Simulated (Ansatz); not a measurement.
# Si (Fd-3m) in Ansatz: relaxation of cell and atoms with PBE

Aim: the relaxation of cell and atoms of Si with PBE.

All numbers are computed with Ansatz 0.2.0; they aren't measurements. Logs are shortened: lines on timing, memory, paths and dates and some standing lists are left out, and cuts for length are marked.

### 1 Starting point

Symmetry: Fd-3m, No. 227, cubic system. Conventional cell: a = 5.444 Å, b = 5.444 Å, c = 5.444 Å, α = 90.00°, β = 90.00°, γ = 90.00°. Si (site symmetry -43m) has 4 Si at 2.36 Å as nearest neighbours.

### 2 Relaxation of cell and atoms, PBE

Contents of input.yaml:

```yaml
crystal:
  lattice:
    - [0.0, 2.7218511865, 2.7218511865]
    - [2.7218511865, 0.0, 2.7218511865]
    - [2.7218511865, 2.7218511865, 0.0]
  atoms:
    - { symbol: Si, position: [0.5, 0.5, 0.5] }
    - { symbol: Si, position: [0.75, 0.75, 0.75] }
kpoints:
  mp_grid: { grid: [8, 8, 8] }
scf:
  occupations: { method: fermi_dirac, width: 0.05 }
hamiltonian:
  xc: pbe
  pseudopotentials: { kind: all_electron, lapw: { basis_error: 0.001 } }
output:
  forces: true
  stress: true
relax:
  f_tol: 0.02
  max_steps: 60
  cell: {}
```

Potentials or basis: all-electron LAPW, scalar-relativistic.

Started as:

```
$ ansatz run input.yaml --threads 1 --pin off --max-ram 3072MiB --backend cpu --events-out ev --progress --plain --runs-dir out
```

Log:

```text
Warning: RAYON_NUM_THREADS=1 ignored (pool sized by the plan → 1); use --threads N
The last accepted step is kept in <dir> (removed where the run ends without a failure and the disk answers)
LAPW: plane waves up to 7.923 Å⁻¹, error target 1.0e-3 eV per atom; small_component_spin mean_spin; Si in spheres of 1.143 Å, 12 of its electrons in bands, Dirac shells [] (how accurate: hamiltonian.pseudopotentials.lapw.basis_error, Limitations)
Engine: ansatz 0.2.0, x86_64-unknown-linux-gnu
Pseudopotentials: kind: all_electron
Pseudopotential: Si, LAPW, valence charge 12, lapw/all_electron/scalar/gaussian/Si, Koelling and Harmon's equation, gaussian nucleus
Functional definition: PBE
  parameter kappa = 0.804
  parameter beta = 0.06672455060314922
  exchange = pbe_x(kappa = kappa, mu = beta*pi^2/3)
  correlation = pbe_c(beta = beta)
Crystal: 2 atoms, lattice volume = 40.330 Å³
Basis set: ecut = 239.16704835448394 eV, 331 PW (Γ), exchange–correlation at level 2
Bands: 16, of which v1, the nominal top of the filled ones, is band 12 counted from 1 (11 counted from 0)
Symmetry: 48 space group operations
Space group: Fd-3m (ITA 227), of the structure as read, at distance tolerance 3.4e-5 Å
k-points: 29 of 512
Non-local potential: Si, projectors of the file, none
Initial density: superposition of atomic densities (chi_scale 0.1, normalization cell)
Initial wavefunctions: plane waves of lowest kinetic energy (no species holds an atomic orbital)
Functional: x = pbe(κ = 0.804, μ = 0.2195149727645171), c = pbe(β = 0.06672455060314922)
iter 1 solved again at ethr=3.08e-3 eV; its pass at ethr=1.00e-1 eV (dr2=7.39e-1 eV) is discarded
SCF iter   1: F=—  HF=-15784.689673 eV  |F-HF|=—  |Δ(HF+E_count)|=         —  Δρ=4.22e-2  dr2=7.42e-1  ethr=3.08e-3  ⟨swp⟩=2.0  Hψ=3288  notcnv=0
preconditioner: auto → none  [insulator: Δε(μ)=0.910 eV  Ē_g=9.548 eV  σ=0.050 eV  W_gap=1.00  n_scr=14 (ndim 8)  ℏωp=16.5 eV  f_vac=0.000  D(μ)=0.00/eV (n_scr^D=0)  ε∞_Penn≈4.0]
SCF iter   2: F=—  HF=-15784.550105 eV  |F-HF|=—  |Δ(HF+E_count)|=   1.40e-1  Δρ=1.81e-2  dr2=1.19e-1  ethr=3.08e-3  ⟨swp⟩=2.0  Hψ=1278  notcnv=0
iter 3 solved again at ethr=1.53e-6 eV; its pass at ethr=4.94e-4 eV (dr2=3.68e-4 eV) is discarded
SCF iter   3: F=—  HF=-15784.530877 eV  |F-HF|=—  |Δ(HF+E_count)|=   1.92e-2  Δρ=1.28e-3  dr2=3.59e-4  ethr=1.53e-6  ⟨swp⟩=3.0  Hψ=2321  notcnv=0
SCF iter   4: F=—  HF=-15784.531171 eV  |F-HF|=—  |Δ(HF+E_count)|=         —  Δρ=1.37e-4  dr2=4.80e-6  ethr=1.49e-6  ⟨swp⟩=2.8  Hψ=1208  notcnv=0
the basis was enlarged: its passes take 237.2 KiB over the memory plan, 1 of 1 planned eigensolver slots
SCF iter   5: F=—  HF=-15784.531182 eV  |F-HF|=—  |Δ(HF+E_count)|=   1.07e-5  Δρ=2.90e-5  dr2=3.01e-7  ethr=2.00e-8  ⟨swp⟩=3.1  Hψ=1273  notcnv=0
SCF iter   6: F=-15784.531183 eV  HF=-15784.531183 eV  |F-HF|=5.98e-9  |Δ(HF+E_count)|=   1.15e-6  Δρ=3.84e-6  dr2=3.61e-9  ethr=1.25e-9  ⟨swp⟩=3.1  Hψ=1287  notcnv=0
SCF 1 converged in 6 iterations: F = -15784.531183 eV  dr2 = 3.61e-9
relax step   1: F+E_penalty+E_count = -15784.53118329 eV  Δ(F+E_penalty+E_count) = +0.000e0 eV  max|allowed force component| = 5.638e-18 eV/Å  Δτ_max = 0.0000 Å  P = +1.313 GPa  Ω = 40.330 Å³  (6 SCF iters, accepted)
Crystal: 2 atoms, lattice volume = 40.768 Å³
Basis set: ecut = 237.44931421855674 eV, 331 PW (Γ), exchange–correlation at level 2
Initial density: handed on by an earlier stage of this run
Initial wavefunctions: those handed on with the density
iter 1 solved again at ethr=1.69e-7 eV; its pass at ethr=1.00e-1 eV (dr2=4.06e-5 eV) is discarded
SCF iter   1: F=—  HF=-15784.533414 eV  |F-HF|=—  |Δ(HF+E_count)|=         —  Δρ=2.19e-4  dr2=4.14e-5  ethr=1.69e-7  ⟨swp⟩=4.1  Hψ=2358  notcnv=0
preconditioner: auto → none  [insulator: Δε(μ)=0.642 eV  Ē_g=9.397 eV  σ=0.050 eV  W_gap=1.00  n_scr=14 (ndim 8)  ℏωp=16.4 eV  f_vac=0.027  D(μ)=0.00/eV (n_scr^D=0)  ε∞_Penn≈4.1]
SCF iter   2: F=—  HF=-15784.533400 eV  |F-HF|=—  |Δ(HF+E_count)|=   1.37e-5  Δρ=7.79e-5  dr2=5.15e-6  ethr=1.69e-7  ⟨swp⟩=2.0  Hψ=1165  notcnv=0
iter 3 solved again at ethr=4.07e-10 eV; its pass at ethr=2.14e-8 eV (dr2=9.78e-8 eV) is discarded
SCF iter   3: F=-15784.533400 eV  HF=-15784.533400 eV  |F-HF|=1.51e-7  |Δ(HF+E_count)|=   1.64e-7  Δρ=1.75e-5  dr2=9.77e-8  ethr=4.07e-10  ⟨swp⟩=2.0  Hψ=2205  notcnv=0
SCF 2 converged in 3 iterations: F = -15784.533400 eV  dr2 = 9.77e-8
relax step   2: F+E_penalty+E_count = -15784.53340018 eV  Δ(F+E_penalty+E_count) = -2.217e-3 eV  max|allowed force component| = 3.759e-17 eV/Å  Δτ_max = 0.0000 Å  P = +0.317 GPa  Ω = 40.768 Å³  (3 SCF iters, accepted)
Crystal: 2 atoms, lattice volume = 40.909 Å³
Basis set: ecut = 236.90234799900725 eV, 331 PW (Γ), exchange–correlation at level 2
iter 1 solved again at ethr=1.99e-8 eV; its pass at ethr=1.00e-1 eV (dr2=4.78e-6 eV) is discarded
SCF iter   1: F=—  HF=-15784.533543 eV  |F-HF|=—  |Δ(HF+E_count)|=         —  Δρ=7.60e-5  dr2=5.02e-6  ethr=1.99e-8  ⟨swp⟩=4.7  Hψ=2332  notcnv=0
preconditioner: auto → none  [insulator: Δε(μ)=0.650 eV  Ē_g=9.381 eV  σ=0.050 eV  W_gap=1.00  n_scr=14 (ndim 8)  ℏωp=16.4 eV  f_vac=0.027  D(μ)=0.00/eV (n_scr^D=0)  ε∞_Penn≈4.1]
SCF iter   2: F=—  HF=-15784.533542 eV  |F-HF|=—  |Δ(HF+E_count)|=   7.88e-7  Δρ=3.11e-5  dr2=7.26e-7  ethr=1.99e-8  ⟨swp⟩=2.0  Hψ=1165  notcnv=0
iter 3 solved again at ethr=7.93e-11 eV; its pass at ethr=3.02e-9 eV (dr2=1.90e-8 eV) is discarded
SCF iter   3: F=-15784.533543 eV  HF=-15784.533543 eV  |F-HF|=3.26e-8  |Δ(HF+E_count)|=   2.80e-7  Δρ=7.78e-6  dr2=1.90e-8  ethr=7.93e-11  ⟨swp⟩=2.0  Hψ=2210  notcnv=0
SCF 3 converged in 3 iterations: F = -15784.533543 eV  dr2 = 1.90e-8
relax step   3: F+E_penalty+E_count = -15784.53354271 eV  Δ(F+E_penalty+E_count) = -1.425e-4 eV  max|allowed force component| = 3.990e-17 eV/Å  Δτ_max = 0.0000 Å  P = +0.007 GPa  Ω = 40.909 Å³  (3 SCF iters, accepted)
iter 1 solved again at ethr=7.92e-11 eV; its pass at ethr=1.00e-1 eV (dr2=1.90e-8 eV) is discarded
SCF iter   1: F=—  HF=-15784.533543 eV  |F-HF|=—  |Δ(HF+E_count)|=         —  Δρ=7.79e-6  dr2=1.90e-8  ethr=7.92e-11  ⟨swp⟩=4.5  Hψ=2333  notcnv=0
SCF iter   2: F=-15784.533543 eV  HF=-15784.533543 eV  |F-HF|=1.07e-8  |Δ(HF+E_count)|=   2.68e-8  Δρ=4.25e-6  dr2=5.86e-9  ethr=7.92e-11  ⟨swp⟩=3.0  Hψ=1218  notcnv=0
SCF 4 converged in 2 iterations: F = -15784.533543 eV  dr2 = 5.86e-9
relax step   4: F+E_penalty+E_count = -15784.53354255 eV  Δ(F+E_penalty+E_count) = +1.634e-7 eV  max|allowed force component| = 3.990e-17 eV/Å  Δτ_max = 0.0000 Å  P = +0.007 GPa  Ω = 40.909 Å³  stress off target by 7.46e-3 GPa  SCF on the basis re-selected at this cell (its energy is not comparable with the rows above)  (2 SCF iters)
basis re-selected at this cell: Δ(F+E_penalty+E_count) = +1.634e-7 eV, ΔP = +0.000 GPa vs the last step (what re-selecting the basis moved, after the strain that the cell walked since its last selection, with what the two solves' SCF thresholds leave and, on support functions, any second-order correction that the steps lacked; it is no measure of the basis error at this ecutwfc). This SCF's stress stands 7.46e-3 GPa from its target on what of the cell is left free (relax.cell.stress_tol is 5.00e-2 GPa) and its largest allowed force component is 3.99e-17 eV/Å (relax.f_tol is 2.00e-2 eV/Å): within both
SCF converged after 2 iterations
Free energy (F): -15784.533543 eV
Harris-Foulkes:  -15784.533543 eV  (|F-HF|=1.07e-8)
Internal energy: -15784.533522 eV  (E = F + TS)
E sigma→0 (E₀):  -15784.533532 eV
Entropy (-TS):   -0.000021 eV (-0.010 meV/atom)
Fermi energy:    7.516976 eV
--- Per-component energies (eV) ---
  E_band       = -1479.911881
  E_kinetic    = 15828.581475
  E_xc         = -1135.929652
  E_electrostatic = -30477.185345  (all electrons and nuclei)
  E_smearing   = -0.000021  (= −TS)
  E_closure    = 0.000000  (closes the sum)
  E_atoms      = -15773.713766  (free atoms, spherical and without spin; not in F)
  Σ components = -15784.533543   (vs F -15784.533543, Δ=0.00e0)
  Basis errors (estimates in eV, not in F): energy 4.4e-4 per atom: plane waves 4.1e-4 (2.5e-4 summed), levels above the bands 2.2e-27, relativity 1.1e-8, radial functions 2.3e-5, core shells 2.6e-13; eigenvalues (radial functions only) 3.7e-7; not estimated: angular momenta, meshes, grids; target (lapw.basis_error) 1.0e-3; muffin-tin radii Si 1.149 Å
--- Forces (eV/Å), atoms counted from 1 ---
  atom   1  Si     0.00000000    -0.00000000    -0.00000000
  atom   2  Si    -0.00000000     0.00000000     0.00000000
  max |Σ_I F_I| component: 8.82e-18 eV/Å
--- Stress (GPa, compression-positive) ---
        0.007461       0.000000       0.000000
        0.000000       0.007461      -0.000000
        0.000000      -0.000000       0.007461
  P = ⅓ Tr σ = 0.0075 GPa (0.075 kbar)
--- Relaxed structure (3 steps of the walk, 3 accepted, 1 SCFs on fresh bases) ---
  F+E_penalty+E_count = -15784.53354255 eV   max|allowed force component| = 3.990e-17 eV/Å   (the final SCF, on the basis selected at the relaxed cell)
  cell:  # Å, volume = 40.9092 Å³
    - [2.292917414803015e-34, 2.7348301957315253, 2.7348301957315253]
    - [2.7348301957315253, 7.643058049343384e-35, 2.7348301957315253]
    - [2.7348301957315253, 2.7348301957315253, -1.5286116098686772e-34]
  atoms:
    - { symbol: Si, position: [0.5, 0.5, 0.5] }
    - { symbol: Si, position: [0.75, 0.75, 0.75] }
```

Run time: 2.2 s. Hardware: 1 thread of AMD EPYC 9R45 (Zen 5), shared host; peak memory 0.29 GiB.

Results:

- Free energy: -15784.5335 eV
- Relaxed volume: 20.45 Å³/atom
- Relaxed cell: a = 3.868 Å, b = 3.868 Å, c = 3.868 Å, α = 60.00°, β = 60.00°, γ = 60.00°
- Space group after relaxing (to 0.05 Å): Fd-3m (No. 227)
- Energy gained by relaxing: 1.2 meV/atom
- Ionic steps: 4
- Pressure after relaxing: 0.0 GPa
- Band gap on the k mesh: 0.65 eV

Step by step:
| step | energy change (eV) | largest force (eV/Å) | volume (Å³) |
| --- | --- | --- | --- |
| 1 | 0.0000 | 0.0000 | 40.33 |
| 2 | -0.0022 | 0.0000 | 40.77 |
| 3 | -0.0024 | 0.0000 | 40.91 |
| 4 | -0.0024 | 0.0000 | 40.91 |

Final structure:
```
CELL_PARAMETERS angstrom
0.00000 2.73483 2.73483
2.73483 0.00000 2.73483
2.73483 2.73483 0.00000
ATOMIC_POSITIONS crystal
Si 0.50000 0.50000 0.50000
Si 0.75000 0.75000 0.75000
```
